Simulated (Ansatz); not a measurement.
# GaN (Fm-3m): bands and what follows from them, part 2 of 2

What do the bands of GaN (Fm-3m) imply? The runs give effective masses and transport coefficients.

Ansatz 0.2.0; DFT r²SCAN, scalar-relativistic, plane waves, PAW.

## 6. States of the whole zone by energy, transport at constant relaxation time

File input.yaml:

```yaml
crystal:
  lattice:
    - [0.0, 1.9925010849, 1.9925010849]
    - [1.9925010849, 0.0, 1.9925010849]
    - [1.9925010849, 1.9925010849, 0.0]
  atoms:
    - { symbol: Ga, position: [0.5, 0.5, 0.5] }
    - { symbol: "N", position: [0.0, 0.0, 0.0] }
basis:
  ecutwfc: 500
  ecutrho_ratio: 4
kpoints:
  mp_grid: { grid: [14, 14, 14] }
hamiltonian:
  xc: r2scan
scf:
  occupations: { method: gaussian, width: 0.05 }
output:
  forces: true
  stress: true
  eigenvalues: true
  states_by_energy: { minimum_broadening: 0.025 }
```

Launch:

```
$ ansatz run input.yaml --threads 4 --pin off --max-ram 9216MiB --backend cpu --events-out ev --progress --plain --runs-dir out
```

The log of the run:

```text
Warning: RAYON_NUM_THREADS=4 ignored (pool sized by the plan → 4); use --threads N
Engine: ansatz 0.2.0, x86_64-unknown-linux-gnu
Pseudopotentials: kind: paw
Pseudopotential: Ga, paw, valence charge 13, recommended cutoff 500 eV (meta_gga), Ga.paw.azcp
Pseudopotential: N, paw, valence charge 5, recommended cutoff 500 eV (meta_gga), N.paw.azcp
Functional definition: r2SCAN
  parameter k0 = 0.174
  parameter k1 = 0.065
  parameter a1 = 4.9479
  exchange = r2scan_x(k0 = k0, k1 = k1, a1 = a1)
  correlation = r2scan_c
Crystal: 2 atoms, lattice volume = 15.821 Å³
Basis set: ecut = 500 eV, 411 PW (Γ), exchange–correlation on 96×96×96 points (64 copies of the dense FFT grid, shifted against one another)
Bands: 13, of which v1, the nominal top of the filled ones, is band 9 counted from 1 (8 counted from 0)
Symmetry: 48 space group operations
Space group: Fm-3m (ITA 225), of the structure as read, at distance tolerance 2.5e-5 Å
k-points: 104 of 2744
Non-local potential: Ga, projectors of the file, l = 0: 2, l = 1: 2, l = 2: 3, l = 3: 1
Non-local potential: N, projectors of the file, l = 0: 2, l = 1: 2, l = 2: 1
PAW form: soft (Blöchl's): semilocal exchange-correlation on the pseudo side does not see the compensation charge
PAW frozen core: Ga, regenerated for the run's functional (the file was generated under x = pbe(κ = 0.804, μ = 0.2195149727645171), c = pbe(β = 0.06672455060314922))
PAW frozen core: N, regenerated for the run's functional (the file was generated under x = pbe(κ = 0.804, μ = 0.2195149727645171), c = pbe(β = 0.06672455060314922))
PAW one-centre angular grid: Ga, 590 points (default); XC on 160 Gauss nodes
PAW one-centre angular grid: N, 302 points (default); XC on 160 Gauss nodes
Initial density: superposition of atomic densities (neutral atoms: chi_scale 0, normalization atom), corrected by the library's trained network
Initial wavefunctions: pseudopotential atomic-orbital guess
Functional: x = r2scan, c = r2scan; τ floored in thin density (d = 2e-4 eV/Å³)
SCF iter   1: F=—  HF=-4174.876149 eV  |F-HF|=—  |Δ(HF+E_count)|=         —  Δρ=1.54e-2  dr2=1.19e-2  dr2_τ=1.61e-1  ethr=1.77e-3  ⟨swp⟩=4.6  Hψ=6940  notcnv=0
preconditioner: auto → none  [insulator: Δε(μ)=2.300 eV  Ē_g=22.334 eV  σ=0.050 eV  W_gap=1.00  n_scr=8 (ndim 8)  ℏωp=39.6 eV  f_vac=0.000  D(μ)=0.00/eV (n_scr^D=0)  ε∞_Penn≈4.1]
SCF iter   2: F=—  HF=-4174.964325 eV  |F-HF|=—  |Δ(HF+E_count)|=   8.82e-2  Δρ=7.76e-3  dr2=5.92e-3  dr2_τ=2.25e-4  ethr=6.60e-5  ⟨swp⟩=2.0  Hψ=3538  notcnv=0
SCF iter   3: F=—  HF=-4174.964178 eV  |F-HF|=—  |Δ(HF+E_count)|=   1.47e-4  Δρ=4.50e-3  dr2=1.06e-3  dr2_τ=1.52e-4  ethr=3.29e-5  ⟨swp⟩=2.8  Hψ=2622  notcnv=0
SCF iter   4: F=—  HF=-4174.964164 eV  |F-HF|=—  |Δ(HF+E_count)|=   1.33e-5  Δρ=5.98e-4  dr2=1.86e-5  dr2_τ=9.92e-6  ethr=5.90e-6  ⟨swp⟩=2.3  Hψ=2235  notcnv=0
SCF iter   5: F=—  HF=-4174.964169 eV  |F-HF|=—  |Δ(HF+E_count)|=   4.15e-6  Δρ=1.17e-4  dr2=1.70e-6  dr2_τ=1.27e-7  ethr=1.03e-7  ⟨swp⟩=2.2  Hψ=2125  notcnv=0
SCF iter   6: F=—  HF=-4174.964168 eV  |F-HF|=—  |Δ(HF+E_count)|=   1.32e-7  Δρ=8.50e-5  dr2=1.01e-6  dr2_τ=6.40e-8  ethr=9.42e-9  ⟨swp⟩=2.0  Hψ=2186  notcnv=0
SCF iter   7: F=—  HF=-4174.964168 eV  |F-HF|=—  |Δ(HF+E_count)|=   2.06e-7  Δρ=3.37e-5  dr2=1.60e-7  dr2_τ=1.87e-9  ethr=5.61e-9  ⟨swp⟩=1.6  Hψ=1469  notcnv=0
SCF iter   8: F=-4174.964168 eV  HF=-4174.964168 eV  |F-HF|=4.80e-9  |Δ(HF+E_count)|=   3.57e-8  Δρ=7.22e-6  dr2=7.59e-9  dr2_τ=1.05e-10  ethr=5.56e-10  ⟨swp⟩=4.0  Hψ=4259  notcnv=0
SCF 1 converged in 8 iterations: F = -4174.964168 eV  dr2 = 7.59e-9
NSCF: frozen V_eff on 8 k-points
SCF converged after 8 iterations
Free energy (F): -4174.964168 eV
Harris-Foulkes:  -4174.964168 eV  (|F-HF|=4.80e-9)
Internal energy: -4174.964168 eV  (E = F + TS)
E sigma→0 (E₀):  -4174.964168 eV
Fermi energy:    17.541826 eV
--- Per-component energies (eV) ---
  E_band       = 92.280951
  E_kinetic    = 257.567591
  E_local      = -1520.032455  (includes V_loc(G=0)·N_el)
  E_nonlocal   = 481.303281
  E_hartree    = 736.454507
  E_xc         = -124.715910
  E_vxc        = -147.484642  (∫ρ·V_xc dr)
  E_paw        = -2141.887735  (= ΣΔE_a)
  E_vpaw       = -459.716720  (= ΣTr[D̂ρ^β])
  E_aug_tail   = -0.000046  (compensation charges beyond the density's cutoff)
  E_vtau       = 7.735839  (kinetic-family band-sum trace: ∫τ·v_τ [+ j·A + Jᵃ·Aᵃ] dr)
  E_ewald      = -1862.970766
  E_core_change = -0.682634  (= ΣΔE_core)
  E_smearing   = -0.000000  (= −TS)
  E_closure    = 0.000000  (closes the sum)
  Σ components = -4174.964168   (vs F -4174.964168, Δ=0.00e0)
--- Forces (eV/Å), atoms counted from 1 ---
  atom   1  Ga     0.00000000    -0.00000000    -0.00000000
  atom   2  N     -0.00000000     0.00000000    -0.00000000
  max |Σ_I F_I| component: 2.05e-29 eV/Å
--- Stress (GPa, compression-positive) ---
       60.452597      -0.000000      -0.000000
       -0.000000      60.452597      -0.000000
       -0.000000      -0.000000      60.452597
  P = ⅓ Tr σ = 60.4526 GPa (604.526 kbar)
--- Band table (eV; the first three rows and the last of 104) ---
  k-point 0: bands = ["-3.6731", "1.8328", "1.8328", "1.8328", "1.9573", "1.9573", "15.5765", "15.5765", "15.5765", "21.4245", "32.7577", "32.7577", "32.7577"]
  k-point 1: bands = ["-3.5537", "1.8242", "1.8410", "1.8410", "1.9427", "1.9427", "14.9884", "15.5995", "15.5995", "21.8729", "31.1539", "32.6773", "32.6773"]
  k-point 2: bands = ["-3.2009", "1.7986", "1.8301", "1.8301", "1.9363", "1.9363", "13.6108", "15.6669", "15.6669", "22.7760", "29.4165", "31.9477", "31.9477"]
  k-point 103: bands = ["-0.7762", "1.7295", "1.7981", "1.8814", "2.2700", "4.8711", "9.3057", "10.3383", "11.3304", "23.2741", "28.0055", "29.3227", "29.3848"]
```

Wall time 3.1 min (4 threads of Intel Xeon at 2.50GHz (Skylake/Cascade Lake), shared host); peak memory 1 GiB.

This gives: volume 7.910 Å³/atom, pressure 60.45 GPa, gap on the mesh 2.41 eV.

A script then sums the file of states by energy over Fermi windows, for rigid-band transport at a constant relaxation time τ. Negative carriers are holes, and the chemical potential counts from the run's Fermi level:

| T (K) | electrons added (10¹⁹ cm⁻³) | chemical potential (eV) | σ/τ xx (10²⁰/Ω m s) | Seebeck xx (μV/K) | Lorenz xx (10⁻⁸ V²/K²) |
| --- | --- | --- | --- | --- | --- |
| 300 | 1 | 1.206 | 0.00982 | -240 | 1.91 |
| 300 | -1 | -1.104 | 0.00473 | 529 | 1.95 |
| 300 | 10 | 1.323 | 0.0963 | -84 | 2.20 |
| 300 | -10 | -1.166 | 0.0473 | 332 | 1.97 |
| 300 | 100 | 1.753 | 0.872 | -19 | 2.42 |
| 300 | -100 | -1.247 | 0.475 | 153 | 2.11 |
| 600 | 1 | 1.144 | 0.00966 | -327 | 1.86 |
| 600 | -1 | -0.956 | 0.00471 | 622 | 1.80 |
| 600 | 10 | 1.306 | 0.0952 | -146 | 2.02 |
| 600 | -10 | -1.076 | 0.0471 | 424 | 1.80 |
| 600 | 100 | 1.749 | 0.869 | -39 | 2.37 |
| 600 | -100 | -1.209 | 0.47 | 232 | 1.83 |
| 900 | 1 | 1.062 | 0.0095 | -379 | 1.85 |
| 900 | -1 | -0.786 | 0.00461 | 669 | 1.61 |
| 900 | 10 | 1.276 | 0.094 | -190 | 1.94 |
| 900 | -10 | -0.965 | 0.046 | 471 | 1.61 |
| 900 | 100 | 1.742 | 0.865 | -58 | 2.30 |
| 900 | -100 | -1.155 | 0.458 | 275 | 1.63 |

## 7. What came out

This closing draws on all 2 parts.

| quantity | value |
| --- | --- |
| mass at the valence edge, x y z | 5.15 0.42 0.42 |
| mass at the conduction edge, x y z | 0.51 0.23 0.23 |
| largest S²σ/τ along x | at 900 K with 100 × 10¹⁹ cm⁻³ holes, S = 275 μV/K |

**Reading.** Electrons are lighter than the top holes: the harmonic means over x, y and z are 0.28 and 0.61. Among the cases computed, S²σ/τ along x is largest at 900 K for hole doping of 100 × 10¹⁹ cm⁻³. That is the edge of the range tried, not a located peak. The gap is the Kohn–Sham one, unshifted (where it is too small, thermally excited carriers are overstated).
